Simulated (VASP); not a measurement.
# Ca (P6_3/mmc) in VASP: notebook, part 2 of 2

VASP 6.6.1. The steps go on from the part before.

**3. Single point, PBE**

File INCAR:

```
  ALGO = Fast
  EDIFF = 1E-7
  ENCUT = 520
  GGA = PE
  ISIF = 2
  ISMEAR = -1
  LASPH = True
  LCHARG = False
  LREAL = False
  LWAVE = False
  NBANDS = 17
  NELM = 100
  PREC = Accurate
  SIGMA = 0.05
```

File KPOINTS:

```
k-points
0
Gamma
  8 8 4
```

File POSCAR:

```
Ca
1.0
    3.9800000000      0.0000000000      0.0000000000
   -1.9900000000      3.4467811071      0.0000000000
    0.0000000000      0.0000000000      6.5200000000
Ca
2
Direct
    0.6666666667      0.3333333333      0.7500000000
    0.3333333333      0.6666666667      0.2500000000
```

Potentials or basis: VASP PAW PBE potentials, release 64 (Ca_sv).

On the command line:

```
$ cat potpaw_PBE.64/Ca_sv/POTCAR > POTCAR
$ mpirun -np 1 vasp_std > vasp.out
```

OUTCAR:

```text
EDIFF = 1E-7
   ENCUT = 520
   GGA = PE
   ISIF = 2
   ISMEAR = -1
   LASPH = True
   LREAL = False
   NELM = 100
   PREC = Accurate

 ion  position               nearest neighbor table
   1  0.667  0.333  0.750-
   2  0.333  0.667  0.250-

  LATTYP: Found a hexagonal cell.
 ALAT       =     3.9800000000
 C/A-ratio  =     1.6381909548

  Lattice vectors:

 A1 = (   3.9800000000,   0.0000000000,   0.0000000000)
 A2 = (  -1.9900000000,   3.4467811071,   0.0000000000)
 A3 = (   0.0000000000,   0.0000000000,   6.5200000000)

Analysis of symmetry for initial positions (statically):
=====================================================================
 Subroutine PRICEL returns:
 Original cell was already a primitive cell.

 Routine SETGRP: Setting up the symmetry group for a
 hexagonal supercell.

 Subroutine GETGRP returns: Found 24 space group operations
 (whereof 12 operations were pure point group operations)
 out of a pool of 24 trial point group operations.

The static configuration has the point symmetry D_3d.
 The point group associated with its full space group is D_6h.

Analysis of symmetry for dynamics (positions and initial velocities):
=====================================================================
 Subroutine PRICEL returns:
 Original cell was already a primitive cell.

 Routine SETGRP: Setting up the symmetry group for a
 hexagonal supercell.

 Subroutine GETGRP returns: Found 24 space group operations
 (whereof 12 operations were pure point group operations)
 out of a pool of 24 trial point group operations.

The dynamic configuration has the point symmetry D_3d.
 The point group associated with its full space group is D_6h.

 Subroutine INISYM returns: Found 24 space group operations
 (whereof 12 operations are pure point group operations),
 and found     1 'primitive' translations

----------------------------------------------------------------------------------------

                                     Primitive cell

  volume of cell :      89.4426

  direct lattice vectors                    reciprocal lattice vectors
     3.980000000  0.000000000  0.000000000     0.251256281  0.145062882  0.000000000
    -1.990000000  3.446781107  0.000000000     0.000000000  0.290125763  0.000000000
     0.000000000  0.000000000  6.520000000     0.000000000  0.000000000  0.153374233

  length of vectors
     3.980000000  3.980000000  6.520000000     0.290125763  0.290125763  0.153374233

  position of ions in fractional coordinates (direct lattice)
     0.666666667  0.333333333  0.750000000
     0.333333333  0.666666667  0.250000000

  ion indices of the primitive-cell ions
   primitive index   ion index
                 1           1
                 2           2

----------------------------------------------------------------------------------------

 KPOINTS: k-points

Automatic generation of k-mesh.
 Grid dimensions read from file:
 generate k-points for:    8    8    4

 Generating k-lattice:

  Cartesian coordinates                     Fractional coordinates (reciprocal lattice)
     0.031407035  0.018132860  0.000000000     0.125000000  0.000000000  0.000000000
     0.000000000  0.036265720  0.000000000     0.000000000  0.125000000  0.000000000
     0.000000000  0.000000000  0.038343558     0.000000000  0.000000000  0.250000000

  Length of vectors
     0.036265720  0.036265720  0.038343558

  Shift w.r.t. Gamma in fractional coordinates (k-lattice)
     0.000000000  0.000000000  0.000000000

 Subroutine IBZKPT returns following result:
 ===========================================

 Found     30 irreducible k-points:

 Following reciprocal coordinates:
            Coordinates               Weight
  0.000000  0.000000  0.000000      1.000000
  0.125000 -0.000000  0.000000      6.000000
  0.250000 -0.000000  0.000000      6.000000
  0.375000  0.000000  0.000000      6.000000
  0.500000 -0.000000  0.000000      3.000000
  0.125000  0.125000  0.000000      6.000000
[... 16 lines left out ...]
  0.250000 -0.000000  0.500000      6.000000
  0.375000  0.000000  0.500000      6.000000
 [... further k-points ...]
   k-points           NKPTS =     30   k-points in BZ     NKDIM =     30   number of bands    NBANDS=     17
   number of dos      NEDOS =    301   number of ions     NIONS =      2
   total plane-waves  NPLWV =  43200
   dimension x,y,z NGX =    30 NGY =   30 NGZ =   48
   dimension x,y,z NGXF=    60 NGYF=   60 NGZF=   96
   ions per type =               2
   NGX,Y,Z   is equivalent  to a cutoff of  12.53, 12.53, 12.24 a.u.
   NGXF,Y,Z  is equivalent  to a cutoff of  25.06, 25.06, 24.48 a.u.
 SYSTEM =  unknown system
   PREC   = accura    normal or accurate (medium, high low for compatibility)
   ISTART =      0    job   : 0-new  1-cont  2-samecut
   ICHARG =      2    charge: 1-file 2-atom 10-const
   ISPIN  =      1    spin polarized calculation?
   LNONCOLLINEAR =      F non collinear calculations
   LSORBIT =      F    spin-orbit coupling
   LASPH  =      T    aspherical Exc in radial PAW
   ENCUT  =  520.0 eV  38.22 Ry    6.18 a.u.   7.40  7.40 12.12*2*pi/ulx,y,z
   NELM   =    100;   NELMIN=  2; NELMDL= -5     # of ELM steps
   EDIFF  = 0.1E-06   stopping-criterion for ELM
   LREAL  =      F    real-space projection
   EDIFFG = 0.1E-05   stopping-criterion for IOM
   NSW    =      0    number of steps for IOM
   IBRION =     -1    ionic relax: 0-MD 1-quasi-New 2-CG
   NFREE  =      0    steps in history (QN), initial steepest desc. (CG)
   ISIF   =      2    stress and relaxation
   ISYM   =      2    0-nonsym 1-usesym 2-fastsym
   POTIM  = 0.5000    time-step for ionic-motion
   TEBEG  =    0.0;   TEEND  =   0.0 temperature during run
   PSTRESS=    0.0 pullay stress
   NELECT =      20.0000    total number of electrons
   NUPDOWN=      -1.0000    fix difference up-down
   EMIN   =  10.00;   EMAX   =-10.00  energy-range for DOS
   EFERMI =   0.00;   METHOD = LEGACY
   ISMEAR =    -1;   SIGMA  =   0.05  broadening in eV -4-tet -1-fermi 0-gaus
   EFERMI_NEDOS =   21; number of points for ismear=-14 and -15
   IALGO  =     68    algorithm
   IMIX   =      4    mixing-type and parameters
     AMIX     =   0.40;   BMIX     =  1.00
     AMIX_MAG =   1.60;   BMIX_MAG =  1.00
  volume/ion in A,a.u.               =      44.72       301.79
  Fermi-wavevector in a.u.,A,eV,Ry     =   0.993657  1.877740 13.433783  0.987355
  Thomas-Fermi vector in A             =   2.125555
   LORBIT       =      0    0 simple, 1 ext, 2 COOP (PROOUT), +10 PAW based schemes
   GGA     = PE    functional components
   LHFCALC =     F    Hartree Fock is set to
   AEXX    =    0.0000 exact exchange contribution
   IVDW    =     0    specifies the selected vdW correction
   LEPSILON=     F    determine dielectric tensor
   LRPA    =     F    only Hartree local field effects (RPA)
 non-spin polarized calculation
 RMM-DIIS sequential band-by-band and
  energy-cutoff  :      520.00
  volume of cell :       89.44
 maximum number of plane-waves:      2436
 NGX is ok and might be reduce to    30

 number of electron      20.0000006 magnetization

 Free energy of the ion-electron system (eV)
  ---------------------------------------------------
  ext. energy  EPLUGINS =         0.00000000
  ---------------------------------------------------
  free energy    TOTEN  =        -3.85337843 eV

  energy without entropy =       -3.83692393  energy(sigma->0) =       -3.84515118

 E-fermi :   1.7694     XC(G=0):  -7.5581

 val. band max:        1.6848647941   @ k =   0.3750   0.2500   0.5000
 cond. band min:       1.8163988390   @ k =   0.2500   0.1250   0.0000
 fundamental gap:      0.1315340450
 Fermi energy:         1.7694080606

 k-point     1 :       0.0000    0.0000    0.0000
  band No.  band energies     occupation
      1     -40.4099      2.00000
      2     -40.3998      2.00000
      3     -21.4369      2.00000
      4     -21.3516      2.00000
      5     -21.3516      2.00000
      6     -21.3362      2.00000
[... 9 lines left out ...]
     16       4.2692      0.00000
     17       4.6425      0.00000
[... 441 lines left out ...]
 k-point    24 :       0.3750    0.0000    0.5000
  band No.  band energies     occupation
      1     -40.3990      2.00000
      2     -40.3990      2.00000
      3     -21.4300      2.00000
      4     -21.4300      2.00000
      5     -21.3617      2.00000
      6     -21.3617      2.00000
[... 9 lines left out ...]
     16       4.5143      0.00000
     17       5.4117      0.00000

 [... further k-points ...]

------------------------ aborting loop because EDIFF is reached ----------------------------------------

  FORCE on cell =-STRESS in cart. coord.  units (eV):
  Direction    XX          YY          ZZ          XY          YZ          ZX
  --------------------------------------------------------------------------------------
  -------------------------------------------------------------------------------------
  Total       -0.5136080     -0.5136080     -0.3719134     -0.0000000      0.0000000      0.0000000
  in kB       -9.2002157     -9.2002157     -6.6620515     -0.0000000      0.0000000      0.0000000
  external PRESSURE =      -8.3541609 kB  Pullay stress =       0.0000000 kB

 VOLUME and BASIS-vectors are now :
 -----------------------------------------------------------------------------
  energy-cutoff  :      520.00
  volume of cell :       89.44
      direct lattice vectors                 reciprocal lattice vectors
     3.980000000  0.000000000  0.000000000     0.251256281  0.145062882  0.000000000
    -1.990000000  3.446781107  0.000000000     0.000000000  0.290125763  0.000000000
     0.000000000  0.000000000  6.520000000     0.000000000  0.000000000  0.153374233

 POSITION                                       TOTAL-FORCE (eV/Angst)
 -----------------------------------------------------------------------------------
      1.99000      1.14893      4.89000         0.000000      0.000000      0.000000
     -0.00000      2.29785      1.63000        -0.000000     -0.000000      0.000000
 -----------------------------------------------------------------------------------
    total drift:                                0.000000     -0.000000      0.000000

  FREE ENERGIE OF THE ION-ELECTRON SYSTEM (eV)
  ---------------------------------------------------
  free  energy   TOTEN  =        -3.8533784286 eV

  energy  without entropy=       -3.8369239293  energy(sigma->0) =       -3.84515118
```

stdout:

```text
POSCAR found type information on POSCAR Ca
 POSCAR found :  1 types and       2 ions
 scaLAPACK will be used
 LDA part: xc-table for (Slater+PW92), standard interpolation
 POSCAR, INCAR and KPOINTS ok, starting setup
 FFT: planning ... GRIDC
 FFT: planning ... GRID_SOFT
 FFT: planning ... GRID
 WAVECAR not read
 entering main loop
 num prob  num prob WARNING in EDDRMM: call to ZHEGV failed, returncode =   8  4     15
 num prob RMM:  20    -0.385337842489E+01   -0.20058E-06   -0.11323E-07  1090   0.206E-03    0.167E-04
 num prob  num prob  num prob  num prob  num prob RMM:  21    -0.385337842861E+01   -0.37182E-08   -0.11748E-07   916   0.143E-03
```

Run time: 32 s. Hardware: 1 thread of Intel Xeon 6975P-C (Granite Rapids), shared host; peak memory 0.21 GiB.

What came out:

```
Free energy            : -3.8534 eV
Pressure               : -0.8 GPa
Band gap on the k mesh : none (metal or under the smearing width)
```
